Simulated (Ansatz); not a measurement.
# C: a test of stability by relaxation, part 2 of 2

Aim: for C, disturb the structure and relax it again.

Ansatz 0.2.0; DFT r2SCAN, scalar-relativistic, plane waves, PAW. Earlier steps stand in the parts before.

## 5. Relaxation of the disturbed structure

Input file input.yaml:

```yaml
crystal:
  lattice:
    - [0.0, -1.7801417077, -1.7801417077]
    - [0.0, 1.7801417077, -1.7801417077]
    - [3.5602834153, 0.0, 0.0]
  atoms:
    - { symbol: C, position: [0.4311634925, 0.5061913131, -0.0119102113] }
    - { symbol: C, position: [0.0688365075, -0.0061913131, 0.5119102113] }
    - { symbol: C, position: [-0.0625020794, 0.4073781689, 0.2325646063] }
    - { symbol: C, position: [0.5625020794, 0.0926218311, 0.7674353937] }
basis:
  ecutwfc: 500
kpoints:
  mp_grid: { grid: [8, 8, 6] }
hamiltonian:
  xc: r2scan
scf:
  occupations: { method: gaussian, width: 0.05 }
output:
  forces: true
  stress: true
  eigenvalues: true
  write_density: true
  write_potential: true
  elf: true
  volumetric_format: npy
relax:
  adjacent_minimum: "off"
  f_tol: 0.01
  max_steps: 80
  cell: { stress_tol: 0.1 }
```

Command:

```sh
> ansatz run input.yaml --threads 1 --pin off --max-ram 2560MiB --backend cpu --events-out ev --progress --plain --runs-dir out
```

The program printed:

```text
Warning: RAYON_NUM_THREADS=1 ignored (pool sized by the plan → 1); use --threads N
Engine: ansatz 0.2.0, x86_64-unknown-linux-gnu
Pseudopotentials: kind: paw
Pseudopotential: C, paw, valence charge 4, recommended cutoff 500 eV (meta_gga), C.paw.azcp
Functional definition: r2SCAN
  parameter k0 = 0.174
  parameter k1 = 0.065
  parameter a1 = 4.9479
  exchange = r2scan_x(k0 = k0, k1 = k1, a1 = a1)
  correlation = r2scan_c
Crystal: 4 atoms, lattice volume = 22.564 Å³
Basis set: ecut = 500 eV, 585 PW (Γ), exchange–correlation on 80×80×108 points (64 copies of the dense FFT grid, shifted against one another)
Bands: 12, of which v1, the nominal top of the filled ones, is band 8 counted from 1 (7 counted from 0)
Symmetry: 1 space group operations
Space group: P1 (ITA 1), of the structure as read, at distance tolerance 2.8e-5 Å
k-points: 196 of 384 (time reversal used)
Non-local potential: C, projectors of the file, l = 0: 2, l = 1: 2, l = 2: 1
PAW form: soft (Blöchl's): semilocal exchange-correlation on the pseudo side does not see the compensation charge
PAW frozen core: C, regenerated for the run's functional (the file was generated under x = pbe(κ = 0.804, μ = 0.2195149727645171), c = pbe(β = 0.06672455060314922))
PAW one-centre angular grid: C, 302 points (default); XC on 239 of its mesh's 2573 points in the sphere
Initial density: superposition of atomic densities (neutral atoms: chi_scale 0, normalization atom), corrected by the library's trained network
Initial wavefunctions: pseudopotential atomic-orbital guess
Functional: x = r2scan, c = r2scan; τ floored in thin density (d = 2e-4 eV/Å³)
SCF iter   1: F=—  HF=-1002.361528 eV  |F-HF|=—  |Δ(HF+E_count)|=         —  Δρ=1.09e-2  dr2=1.01e-2  dr2_τ=7.53e-1  ethr=1.77e-3  ⟨swp⟩=6.4  Hψ=14228  notcnv=0
preconditioner: auto → none  [insulator: Δε(μ)=1.842 eV  Ē_g=16.735 eV  σ=0.050 eV  W_gap=1.00  n_scr=6 (ndim 8)  ℏωp=31.3 eV  f_vac=0.000  D(μ)=0.00/eV (n_scr^D=0)  ε∞_Penn≈4.5]
SCF iter   2: F=—  HF=-1002.469605 eV  |F-HF|=—  |Δ(HF+E_count)|=   1.08e-1  Δρ=6.40e-3  dr2=2.89e-3  dr2_τ=2.63e-4  ethr=6.30e-5  ⟨swp⟩=2.0  Hψ=6272  notcnv=0
SCF iter   3: F=—  HF=-1002.470101 eV  |F-HF|=—  |Δ(HF+E_count)|=   4.95e-4  Δρ=1.91e-3  dr2=8.24e-4  dr2_τ=1.03e-4  ethr=1.81e-5  ⟨swp⟩=2.4  Hψ=3581  notcnv=0
SCF iter   4: F=—  HF=-1002.469927 eV  |F-HF|=—  |Δ(HF+E_count)|=   1.74e-4  Δρ=3.03e-4  dr2=1.10e-5  dr2_τ=2.60e-6  ethr=5.15e-6  ⟨swp⟩=2.1  Hψ=3404  notcnv=0
SCF iter   5: F=—  HF=-1002.469928 eV  |F-HF|=—  |Δ(HF+E_count)|=   1.26e-6  Δρ=1.01e-4  dr2=1.09e-6  dr2_τ=2.06e-7  ethr=6.87e-8  ⟨swp⟩=2.0  Hψ=3849  notcnv=0
SCF iter   6: F=—  HF=-1002.469928 eV  |F-HF|=—  |Δ(HF+E_count)|=   1.87e-7  Δρ=4.40e-5  dr2=2.06e-7  dr2_τ=3.77e-8  ethr=6.80e-9  ⟨swp⟩=2.0  Hψ=3678  notcnv=0
SCF iter   7: F=-1002.469928 eV  HF=-1002.469928 eV  |F-HF|=2.97e-9  |Δ(HF+E_count)|=   6.19e-8  Δρ=1.06e-5  dr2=1.43e-8  dr2_τ=1.80e-9  ethr=6.25e-10  ⟨swp⟩=9.9  Hψ=16528  notcnv=0
SCF 1 converged in 7 iterations: F = -1002.469928 eV  dr2 = 1.43e-8
relax step   1: F+E_penalty+E_count = -1002.46992844 eV  Δ(F+E_penalty+E_count) = +0.000e0 eV  max|allowed force component| = 8.984e0 eV/Å  Δτ_max = 0.0000 Å  P = +20.143 GPa  Ω = 22.564 Å³  (7 SCF iters, dr2 threshold 1.00e-7 eV, accepted)
Crystal: 4 atoms, lattice volume = 23.775 Å³
Basis set: ecut = 500 eV, 615 PW (Γ), exchange–correlation on 80×80×108 points (64 copies of the dense FFT grid, shifted against one another)
Initial density: handed on by an earlier stage of this run
Initial wavefunctions: those handed on with the density
iter 1 solved again at ethr=1.83e-3 eV; its pass at ethr=3.10e-3 eV (dr2=2.93e-1 eV) is discarded
SCF iter   1: F=—  HF=-1005.251517 eV  |F-HF|=—  |Δ(HF+E_count)|=         —  Δρ=5.32e-2  dr2=2.93e-1  dr2_τ=8.09e-1  ethr=1.83e-3  ⟨swp⟩=1.0  Hψ=21944  notcnv=0
preconditioner: auto → none  [insulator: Δε(μ)=2.151 eV  Ē_g=17.180 eV  σ=0.050 eV  W_gap=1.00  n_scr=6 (ndim 8)  ℏωp=30.5 eV  f_vac=0.000  D(μ)=0.00/eV (n_scr^D=0)  ε∞_Penn≈4.1]
SCF iter   2: F=—  HF=-1005.396059 eV  |F-HF|=—  |Δ(HF+E_count)|=   1.45e-1  Δρ=2.42e-2  dr2=4.45e-2  dr2_τ=4.43e-3  ethr=1.83e-3  ⟨swp⟩=2.5  Hψ=4452  notcnv=0
SCF iter   3: F=—  HF=-1005.411594 eV  |F-HF|=—  |Δ(HF+E_count)|=   1.55e-2  Δρ=8.56e-3  dr2=8.07e-3  dr2_τ=1.32e-3  ethr=2.78e-4  ⟨swp⟩=2.7  Hψ=4692  notcnv=0
SCF iter   4: F=—  HF=-1005.412853 eV  |F-HF|=—  |Δ(HF+E_count)|=   1.26e-3  Δρ=1.73e-3  dr2=2.97e-4  dr2_τ=3.59e-5  ethr=5.04e-5  ⟨swp⟩=2.3  Hψ=4542  notcnv=0
SCF iter   5: F=—  HF=-1005.413000 eV  |F-HF|=—  |Δ(HF+E_count)|=   1.47e-4  Δρ=3.65e-4  dr2=2.09e-5  dr2_τ=3.67e-6  ethr=1.86e-6  ⟨swp⟩=2.3  Hψ=3943  notcnv=0
SCF iter   6: F=—  HF=-1005.413000 eV  |F-HF|=—  |Δ(HF+E_count)|=   1.07e-7  Δρ=1.26e-4  dr2=1.50e-6  dr2_τ=1.64e-7  ethr=1.30e-7  ⟨swp⟩=2.3  Hψ=3753  notcnv=0
SCF iter   7: F=-1005.413001 eV  HF=-1005.413001 eV  |F-HF|=2.38e-8  |Δ(HF+E_count)|=   7.01e-7  Δρ=2.20e-5  dr2=3.11e-8  dr2_τ=6.54e-9  ethr=2.50e-9  ⟨swp⟩=10.7  Hψ=18614  notcnv=0
SCF 2 converged in 7 iterations: F = -1005.413001 eV  dr2 = 3.11e-8
relax step   2: F+E_penalty+E_count = -1005.41300102 eV  Δ(F+E_penalty+E_count) = -2.943e0 eV  max|allowed force component| = 4.070e0 eV/Å  Δτ_max = 0.1916 Å  P = -13.853 GPa  Ω = 23.775 Å³  energy of the carried Pulay correction = -5.270e-4 eV  (7 SCF iters, dr2 threshold 4.00e-7 eV, accepted)
Crystal: 4 atoms, lattice volume = 22.121 Å³
Basis set: ecut = 500 eV, 569 PW (Γ), exchange–correlation on 80×80×108 points (64 copies of the dense FFT grid, shifted against one another)
iter 1 solved again at ethr=8.55e-4 eV; its pass at ethr=3.10e-3 eV (dr2=1.37e-1 eV) is discarded
SCF iter   1: F=—  HF=-1006.124369 eV  |F-HF|=—  |Δ(HF+E_count)|=         —  Δρ=3.04e-2  dr2=1.39e-1  dr2_τ=2.30e-1  ethr=8.55e-4  ⟨swp⟩=1.0  Hψ=21720  notcnv=0
preconditioner: auto → none  [insulator: Δε(μ)=4.111 eV  Ē_g=18.400 eV  σ=0.050 eV  W_gap=1.00  n_scr=6 (ndim 8)  ℏωp=31.6 eV  f_vac=0.000  D(μ)=0.00/eV (n_scr^D=0)  ε∞_Penn≈3.9]
SCF iter   2: F=—  HF=-1006.159694 eV  |F-HF|=—  |Δ(HF+E_count)|=   3.53e-2  Δρ=1.20e-2  dr2=1.77e-2  dr2_τ=7.02e-4  ethr=8.55e-4  ⟨swp⟩=2.9  Hψ=4544  notcnv=0
SCF iter   3: F=—  HF=-1006.160661 eV  |F-HF|=—  |Δ(HF+E_count)|=   9.67e-4  Δρ=2.29e-3  dr2=6.56e-4  dr2_τ=1.04e-4  ethr=1.10e-4  ⟨swp⟩=2.8  Hψ=4679  notcnv=0
SCF iter   4: F=—  HF=-1006.160820 eV  |F-HF|=—  |Δ(HF+E_count)|=   1.58e-4  Δρ=8.75e-4  dr2=1.26e-4  dr2_τ=1.84e-5  ethr=4.10e-6  ⟨swp⟩=2.2  Hψ=3731  notcnv=0
SCF iter   5: F=—  HF=-1006.160821 eV  |F-HF|=—  |Δ(HF+E_count)|=   1.60e-6  Δρ=2.51e-4  dr2=3.96e-6  dr2_τ=3.12e-7  ethr=7.85e-7  ⟨swp⟩=2.2  Hψ=3464  notcnv=0
SCF iter   6: F=—  HF=-1006.160826 eV  |F-HF|=—  |Δ(HF+E_count)|=   4.87e-6  Δρ=6.09e-5  dr2=5.66e-7  dr2_τ=1.03e-7  ethr=2.50e-9  ⟨swp⟩=11.7  Hψ=19524  notcnv=0
SCF iter   7: F=-1006.160826 eV  HF=-1006.160826 eV  |F-HF|=3.70e-9  |Δ(HF+E_count)|=   8.23e-8  Δρ=8.66e-6  dr2=4.88e-9  dr2_τ=5.36e-10  ethr=2.50e-9  ⟨swp⟩=9.5  Hψ=15707  notcnv=0
SCF 3 converged in 7 iterations: F = -1006.160826 eV  dr2 = 4.88e-9
relax step   3: F+E_penalty+E_count = -1006.16082603 eV  Δ(F+E_penalty+E_count) = -7.478e-1 eV  max|allowed force component| = 1.288e0 eV/Å  Δτ_max = 0.0813 Å  P = +9.751 GPa  Ω = 22.121 Å³  energy of the carried Pulay correction = +2.000e-4 eV  (7 SCF iters, dr2 threshold 4.00e-7 eV, accepted)
Crystal: 4 atoms, lattice volume = 22.532 Å³
iter 1 solved again at ethr=9.77e-5 eV; its pass at ethr=3.10e-3 eV (dr2=1.56e-2 eV) is discarded
SCF iter   1: F=—  HF=-1006.218104 eV  |F-HF|=—  |Δ(HF+E_count)|=         —  Δρ=9.93e-3  dr2=1.54e-2  dr2_τ=2.30e-2  ethr=9.77e-5  ⟨swp⟩=1.0  Hψ=19446  notcnv=0
preconditioner: auto → none  [insulator: Δε(μ)=4.342 eV  Ē_g=18.185 eV  σ=0.050 eV  W_gap=1.00  n_scr=6 (ndim 8)  ℏωp=31.3 eV  f_vac=0.000  D(μ)=0.00/eV (n_scr^D=0)  ε∞_Penn≈4.0]
SCF iter   2: F=—  HF=-1006.222022 eV  |F-HF|=—  |Δ(HF+E_count)|=   3.92e-3  Δρ=3.92e-3  dr2=1.76e-3  dr2_τ=5.56e-5  ethr=9.65e-5  ⟨swp⟩=2.7  Hψ=4458  notcnv=0
SCF iter   3: F=—  HF=-1006.222139 eV  |F-HF|=—  |Δ(HF+E_count)|=   1.17e-4  Δρ=9.45e-4  dr2=1.22e-4  dr2_τ=1.87e-5  ethr=1.10e-5  ⟨swp⟩=2.6  Hψ=3892  notcnv=0
SCF iter   4: F=—  HF=-1006.222159 eV  |F-HF|=—  |Δ(HF+E_count)|=   1.92e-5  Δρ=3.42e-4  dr2=1.64e-5  dr2_τ=2.40e-6  ethr=7.61e-7  ⟨swp⟩=2.1  Hψ=3566  notcnv=0
SCF iter   5: F=—  HF=-1006.222161 eV  |F-HF|=—  |Δ(HF+E_count)|=   2.66e-6  Δρ=9.73e-5  dr2=6.40e-7  dr2_τ=3.90e-8  ethr=1.02e-7  ⟨swp⟩=2.3  Hψ=3508  notcnv=0
SCF iter   6: F=-1006.222162 eV  HF=-1006.222162 eV  |F-HF|=2.44e-9  |Δ(HF+E_count)|=   7.58e-7  Δρ=1.25e-5  dr2=1.44e-8  dr2_τ=1.69e-9  ethr=2.50e-9  ⟨swp⟩=10.3  Hψ=17977  notcnv=0
SCF 4 converged in 6 iterations: F = -1006.222162 eV  dr2 = 1.44e-8
relax step   4: F+E_penalty+E_count = -1006.22216196 eV  Δ(F+E_penalty+E_count) = -6.134e-2 eV  max|allowed force component| = 7.399e-2 eV/Å  Δτ_max = 0.0281 Å  P = +0.648 GPa  Ω = 22.532 Å³  energy of the carried Pulay correction = +1.446e-5 eV  (6 SCF iters, dr2 threshold 4.00e-7 eV, accepted)
iter 1 solved again at ethr=3.01e-7 eV; its pass at ethr=3.10e-3 eV (dr2=4.81e-5 eV) is discarded
SCF iter   1: F=—  HF=-1006.222419 eV  |F-HF|=—  |Δ(HF+E_count)|=         —  Δρ=6.57e-4  dr2=4.52e-5  dr2_τ=1.13e-4  ethr=3.01e-7  ⟨swp⟩=2.3  Hψ=17067  notcnv=0
preconditioner: auto → none  [insulator: Δε(μ)=4.366 eV  Ē_g=18.178 eV  σ=0.050 eV  W_gap=1.00  n_scr=6 (ndim 8)  ℏωp=31.3 eV  f_vac=0.000  D(μ)=0.00/eV (n_scr^D=0)  ε∞_Penn≈4.0]
SCF iter   2: F=—  HF=-1006.222446 eV  |F-HF|=—  |Δ(HF+E_count)|=   2.71e-5  Δρ=3.12e-4  dr2=9.09e-6  dr2_τ=2.48e-7  ethr=2.83e-7  ⟨swp⟩=2.0  Hψ=3907  notcnv=0
SCF iter   3: F=-1006.222447 eV  HF=-1006.222447 eV  |F-HF|=4.09e-8  |Δ(HF+E_count)|=   1.56e-6  Δρ=3.18e-5  dr2=1.34e-7  dr2_τ=1.49e-8  ethr=2.50e-9  ⟨swp⟩=8.0  Hψ=16609  notcnv=0
SCF 5 converged in 3 iterations: F = -1006.222447 eV  dr2 = 1.34e-7
relax step   5: F+E_penalty+E_count = -1006.22244734 eV  Δ(F+E_penalty+E_count) = -2.854e-4 eV  max|allowed force component| = 3.638e-4 eV/Å  Δτ_max = 0.0021 Å  P = +0.014 GPa  Ω = 22.564 Å³  energy of the carried Pulay correction = +3.141e-7 eV  (3 SCF iters, dr2 threshold 4.00e-7 eV, accepted)
Initial wavefunctions: pseudopotential atomic-orbital guess (no wavefunctions were taken with the density)
iter 1 solved again at ethr=9.28e-9 eV; its pass at ethr=3.10e-3 eV (dr2=1.48e-6 eV) is discarded
SCF iter   1: F=—  HF=-1006.222447 eV  |F-HF|=—  |Δ(HF+E_count)|=         —  Δρ=3.17e-5  dr2=1.34e-7  dr2_τ=1.49e-8  ethr=9.28e-9  ⟨swp⟩=3.9  Hψ=21593  notcnv=0
preconditioner: auto → none  [insulator: Δε(μ)=4.366 eV  Ē_g=18.179 eV  σ=0.050 eV  W_gap=1.00  n_scr=6 (ndim 8)  ℏωp=31.3 eV  f_vac=0.000  D(μ)=0.00/eV (n_scr^D=0)  ε∞_Penn≈4.0]
SCF iter   2: F=—  HF=-1006.222447 eV  |F-HF|=—  |Δ(HF+E_count)|=   2.12e-8  Δρ=1.47e-5  dr2=1.85e-8  dr2_τ=3.42e-9  ethr=8.34e-10  ⟨swp⟩=2.1  Hψ=3473  notcnv=0
SCF iter   3: F=—  HF=-1006.222447 eV  |F-HF|=—  |Δ(HF+E_count)|=   4.74e-9  Δρ=7.45e-6  dr2=3.60e-9  dr2_τ=2.89e-10  ethr=1.15e-10  ⟨swp⟩=2.3  Hψ=3422  notcnv=0
SCF iter   4: F=-1006.222447 eV  HF=-1006.222447 eV  |F-HF|=1.63e-11  |Δ(HF+E_count)|=   2.84e-9  Δρ=6.58e-7  dr2=3.75e-11  dr2_τ=3.05e-12  ethr=1.00e-12  ⟨swp⟩=5.6  Hψ=12734  notcnv=0
SCF 6 converged in 4 iterations: F = -1006.222447 eV  dr2 = 3.75e-11
relax step   6: F+E_penalty+E_count = -1006.22244739 eV  Δ(F+E_penalty+E_count) = -4.531e-8 eV  max|allowed force component| = 3.271e-4 eV/Å  Δτ_max = 0.0000 Å  P = +0.022 GPa  Ω = 22.564 Å³  stress off target by 3.32e-2 GPa  SCF on the basis re-selected at this cell (its energy is not comparable with the rows above)  (4 SCF iters)
basis re-selected at this cell: Δ(F+E_penalty+E_count) = -4.531e-8 eV, ΔP = +0.007 GPa vs the last step (what re-selecting the basis moved, of the pressure what is left beyond the Pulay correction that the steps carried, after the strain that the cell walked since its last selection, with what the two solves' SCF thresholds leave and, on support functions, any second-order correction that the steps lacked; it is no measure of the basis error at this ecutwfc). This SCF's stress stands 3.32e-2 GPa from its target on what of the cell is left free (relax.cell.stress_tol is 1.00e-1 GPa) and its largest allowed force component is 3.27e-4 eV/Å (relax.f_tol is 1.00e-2 eV/Å): within both
SCF converged after 4 iterations
Free energy (F): -1006.222447 eV
Harris-Foulkes:  -1006.222447 eV  (|F-HF|=1.63e-11)
Internal energy: -1006.222447 eV  (E = F + TS)
E sigma→0 (E₀):  -1006.222447 eV
Fermi energy:    15.570987 eV
--- Per-component energies (eV) ---
  E_band       = 61.565308
  E_kinetic    = 369.047572
  E_local      = -241.504301  (includes V_loc(G=0)·N_el)
  E_nonlocal   = 105.174004
  E_hartree    = 53.212327
  E_xc         = -191.923995
  E_vxc        = -265.218676  (∫ρ·V_xc dr)
  E_paw        = -402.936954  (= ΣΔE_a)
  E_vpaw       = -26.352299  (= ΣTr[D̂ρ^β])
  E_aug_tail   = 0.000017  (compensation charges beyond the density's cutoff)
  E_vtau       = 13.994291  (kinetic-family band-sum trace: ∫τ·v_τ [+ j·A + Jᵃ·Aᵃ] dr)
  E_ewald      = -697.192022
  E_core_change = -0.099095  (= ΣΔE_core)
  E_smearing   = -0.000000  (= −TS)
  E_closure    = 0.000000  (closes the sum)
  Σ components = -1006.222447   (vs F -1006.222447, Δ=0.00e0)
--- Forces (eV/Å), atoms counted from 1 ---
  atom   1  C      0.00022211    -0.00010476    -0.00020080
  atom   2  C      0.00018268     0.00032666    -0.00001761
  atom   3  C     -0.00020422    -0.00000728    -0.00010875
  atom   4  C     -0.00020058    -0.00021462     0.00032714
  max |Σ_I F_I| component: 1.40e-8 eV/Å
--- Stress (GPa, compression-positive) ---
        0.024941      -0.010007      -0.001718
       -0.010007       0.020391       0.000883
       -0.001718       0.000883       0.019361
  P = ⅓ Tr σ = 0.0216 GPa (0.216 kbar)
--- Band table (eV; the first three rows and the last of 196) ---
  k-point 0: bands = ["-9.3609", "-0.2221", "-0.2221", "6.7064", "6.7065", "13.3873", "13.3874", "13.3880", "18.4208", "18.4210", "19.2828", "19.2833"]
  k-point 1: bands = ["-9.0922", "-2.8736", "2.6865", "6.9703", "6.9704", "12.4158", "12.4159", "12.7170", "17.8452", "19.0754", "19.6207", "20.4962"]
  k-point 2: bands = ["-8.2901", "-5.1468", "5.6719", "7.7507", "7.7508", "10.6511", "10.6512", "10.9544", "17.7724", "18.5845", "21.5481", "22.9655"]
  k-point 195: bands = ["0.5602", "0.5602", "0.5605", "0.5605", "4.6418", "4.6418", "4.6419", "4.6419", "24.6842", "24.6843", "24.6847", "24.6847"]
--- Relaxed structure (5 steps of the walk, 5 accepted, 1 SCFs on fresh bases) ---
  F+E_penalty+E_count = -1006.22244739 eV   max|allowed force component| = 3.271e-4 eV/Å   (the final SCF, on the basis selected at the relaxed cell)
  cell:  # Å, volume = 22.5637 Å³
    - [-1.780634138169666e-5, -1.7801425966344449, -1.780144426508803]
    - [1.285699449337862e-5, 1.7801457706446484, -1.7801476005190064]
    - [3.5601589887075313, 3.066333587421402e-5, 4.949346888179022e-6]
  atoms:
    - { symbol: C, position: [0.499997239151005, 0.5000007492833876, -8.304510048801044e-7] }
    - { symbol: C, position: [2.4626988705617015e-6, -2.5673896702270567e-6, 0.4999993360899055] }
    - { symbol: C, position: [-1.4005712192233233e-6, 0.49999816725940727, 0.2500007541806626] }
    - { symbol: C, position: [0.5000016987213436, 3.6508468756746293e-6, 0.7500007401804368] }
```

It took 3.1 min on 1 thread of Intel Xeon at 2.50GHz (Skylake/Cascade Lake), shared host; peak memory 0.45 GiB.

The steps of the relaxation:

| step | E - E(step 1) (eV/cell) | largest force component (eV/Å) | pressure (GPa) | volume (Å³) |
| --- | --- | --- | --- | --- |
| 1 | 0.0000 | 8.9843 | 20.14 | 22.56 |
| 2 | -2.9431 | 4.0700 | -13.85 | 23.77 |
| 3 | -3.6909 | 1.2877 | 9.75 | 22.12 |
| 4 | -3.7522 | 0.0740 | 0.65 | 22.53 |
| 5 | -3.7525 | 0.0004 | 0.01 | 22.56 |
| 6 | -3.7525 | 0.0003 | 0.02 | 22.56 |

Step 1 is the start. Step 6 repeats the geometry before it on a plane-wave basis chosen anew for that cell, so its energy need not be comparable with the rows above.

|  | before | after | change |
| --- | --- | --- | --- |
| a (Å) | 2.518 | 2.518 | 0.0 % |
| b (Å) | 2.518 | 2.518 | 0.0 % |
| c (Å) | 3.560 | 3.560 | 0.0 % |
| volume (Å³/atom) | 5.64 | 5.64 | 0.0 % |
| shortest distance (Å) | 1.346 | 1.542 | +14.6 % |
| space group (0.01 Å) | P1 | Fd-3m | changed |

Axes a, b and c in the maps are those of this run's conventional cell (a, b, c = 3.560, 3.560, 3.560 Å).

Density in a lattice plane of the grid's cell (edges 3.56 and 3.56 Å, at 0.000 of the third edge), which holds C.

Ten even steps from ' ' (0.09 e/Å³) to '@' (1.76 e/Å³):
```
          ..::==**%%@@@@@@@@@@%%**==::..        
        ....::==++##%%@@@@@@%%##++==::....      
      ....::::--==++**######**++==--::::....    
........::::::----==============----::::::......
::::::::::::::::::::::::::::::::::::::::::::::::
========----::::::..............::::::----======
####**++==--::::....          ....::::--==++**##
@@@@%%##++==::....              ....::==++##%%@@
@@@@@@%%**==::..                  ..::==**%%@@@@
@@@@@@%%**==::..                  ..::==**%%@@@@
@@@@@@%%**==::..                  ..::==**%%@@@@
@@@@%%##++==::....              ....::==++##%%@@
####**++==--::::....          ....::::--==++**##
========----::::::..............::::::----======
::::::::::::::::::::::::::::::::::::::::::::::::
........::::::----==============----::::::......
      ....::::--==++**######**++==--::::....    
        ....::==++##%%@@@@@@%%##++==::....      
          ..::==**%%@@@@@@@@@@%%**==::..        
          ..::==**%%@@@@@@@@@@%%**==::..        
```
Columns run along the first of these edges and rows up along the second, over one cell in 24 and 20 even steps from the bottom left corner. Atoms in the plane (fractional): C at (0.00, 0.50), C at (0.50, 1.00).

ELF in the same plane.

Ten even steps from ' ' (0.01) to '@' (0.75):
```
      ..::==**%%@@##++::  ::++##@@%%**==::..    
      ..::==##%%@@@@##**==**##@@@@%%##==::..    
....::::--++##%%@@@@@@%%##%%@@@@@@%%##++--::::..
----====++++**##%%@@%%%%%%%%%%@@%%##**++++====--
******####******####**********####******####****
%%%%%%@@%%##**++++====------====++++**##%%@@%%%%
##%%@@@@@@%%##++--::::......::::--++##%%@@@@@@%%
==**##@@@@%%##==::..          ..::==##%%@@@@##**
..::==##@@%%**==::..          ..::==**%%@@##==::
    --**%%%%**==..              ..==**%%%%**--  
..::==##@@%%**==::..          ..::==**%%@@##==::
==**##@@@@%%##==::..          ..::==##%%@@@@##**
##%%@@@@@@%%##++--::::......::::--++##%%@@@@@@%%
%%%%%%@@%%##**++++====------====++++**##%%@@%%%%
******####******####**********####******####****
----====++++**##%%@@%%%%%%%%%%@@%%##**++++====--
....::::--++##%%@@@@@@%%##%%@@@@@@%%##++--::::..
      ..::==##%%@@@@##**==**##@@@@%%##==::..    
      ..::==**%%@@##++::  ::++##@@%%**==::..    
        ..==**%%%%**--      --**%%%%**==..      
```
Columns run along the first of these edges and rows up along the second, over one cell in 24 and 20 even steps from the bottom left corner. Atoms in the plane (fractional): C at (0.00, 0.50), C at (0.50, 1.00).

Both are smooth fields of the valence electrons: close to the nuclei they are not physical.

The highest ELF values outside the cores: 0.94 on the C–C line, 0.7 Å from C.

## 6. Outcome

This closing draws on all 2 parts. Changes of volume or cell count from the first structure of part 1.

| quantity | value |
| --- | --- |
| cost of the disturbance | 938.1 meV/atom |
| end of the relaxation, from the reference | -0.0 meV/atom |
| final space group | Fd-3m (tolerance 0.05 Å; reference Fd-3m) |
| volume change | -0.00 % |

**Reading.** The relaxation returns to the undisturbed structure, within 1.5 meV/atom: a sign of a true local minimum against this disturbance. Against the measured lattice constant a of C, 3.567 Å (powder; quoted in “Characterization of the Materials Synthesized by High Pressure-High Temperature Treatment of a Polymer Derived t-BC2N Ceramic”, 2011, pmc:5448883), the calculated 3.560 Å is off by -0.2 %. That is the cell relaxed with r2SCAN. The calculation is for a static lattice.
